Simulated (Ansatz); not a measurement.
# GaN: the cost of one run

Computed with Ansatz 0.2.0 (DFT PBE, scalar-relativistic, plane waves, PAW, unless a step's input says otherwise).

6 further runs of the same task are left out: 1 that didn't finish, 5 set aside as unsound or not needed.

### Step 1. Starting point

It takes space group P-6m2 (No. 187, hexagonal). Conventional cell: a = 2.740 Å, b = 2.740 Å, c = 2.646 Å, α = 90.00°, β = 90.00°, γ = 120.00°. V (site symmetry -6m2) has 6 N at 2.06 Å as nearest neighbours. N (site symmetry -6m2) is surrounded by 6 V at 2.06 Å.

As a file:

```cif
data_structure
_symmetry_space_group_name_H-M 'P 1'
_symmetry_Int_Tables_number 1
_cell_length_a 2.7397
_cell_length_b 2.7397
_cell_length_c 2.6457
_cell_angle_alpha 90.000
_cell_angle_beta 90.000
_cell_angle_gamma 120.000
_cell_volume 17.20
loop_
_atom_site_label
_atom_site_type_symbol
_atom_site_fract_x
_atom_site_fract_y
_atom_site_fract_z
_atom_site_occupancy
V1 V 0.66667 0.33333 0.00000 1
N1 N 0.33333 0.66667 0.50000 1
```

It goes back to an entry of the Materials Project, which need not be the stable form.

This cell was relaxed beforehand with the same method: volume 8.60 Å³/atom, gap on the mesh none (metal).

### Step 2. V → Ga: the starting cell

GaN starts from the relaxed positions of VN, with all lengths scaled by 0.908, a guess from tabulated radii.

### Step 3. Probe: one point at the start (GaN)

File input.yaml:

```yaml
crystal:
  lattice:
    - [2.4887843092, 0.0, 0.0]
    - [-1.2443921546, 2.1553504363, 0.0]
    - [0.0, 0.0, 2.4033883778]
  atoms:
    - { symbol: Ga, position: [0.6666666667, 0.3333333333, 0.0] }
    - { symbol: "N", position: [0.3333333333, 0.6666666667, 0.5] }
basis:
  ecutwfc: 420
kpoints:
  mp_grid: { grid: [12, 12, 8] }
hamiltonian:
  xc: pbe
scf:
  occupations: { method: gaussian, width: 0.1 }
output:
  forces: true
  stress: true
  eigenvalues: true
```

On the command line:

```
$ ansatz run input.yaml --threads 1 --pin off --max-ram 2560MiB --backend cpu --events-out ev --progress --plain --runs-dir out
```

**Question.** How long does this run take on 1 thread of Intel Xeon at 2.50GHz (Skylake/Cascade Lake), shared host, and how much memory does it need?

About 4.4 s, with a peak of 0.31 GiB.
